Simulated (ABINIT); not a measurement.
The system is BN.

```xyz
4
Lattice="2.4982 0.0000 0.0000 -1.2491 2.1635 0.0000 0.0000 0.0000 6.6357" Properties=species:S:1:pos:R:3 pbc="T T T"
N     1.2491    0.7212    1.6589
N     0.0000    1.4424    4.9768
B     1.2491    0.7212    4.9768
B     0.0000    1.4424    1.6589
```

Base run:

| Item | Value |
| --- | --- |
| Program | ABINIT 10.8.3 (patched build) |
| Functional | RPBE |
| Potentials or basis | JTH PAW PBE v2.0 |
| Cutoff | 707 eV |
| k mesh | 12 × 12 × 4 |
| Occupations | fermi-dirac, width 0.05 eV |
| Spin | no spin polarisation |

Its results: band gap on the k mesh 4.39 eV, indirect (least direct gap 4.72 eV); pressure 9.3 GPa.

Problem. After a change of settings the same cell gave: band gap on the k mesh 4.36 eV, indirect (least direct gap 4.70 eV); pressure 8.4 GPa. Which change was it?
A. functional from RPBE to PW91
B. functional from RPBE to revPBE
C. functional from RPBE to BP86
D. functional from RPBE to PBE; potentials or basis from JTH PAW PBE v2.0 to PseudoDojo NC SR PBE v0.4.1 standard; cutoff from 707 eV to 1143 eV

Solution. B.

Caveats: the PAW data sets were made with another functional, which shifts forces and pressure a little; this functional lacks dispersion, which binds the layers, so the pressure and a relaxed spacing across them are unreliable; the atomic spheres overlap.
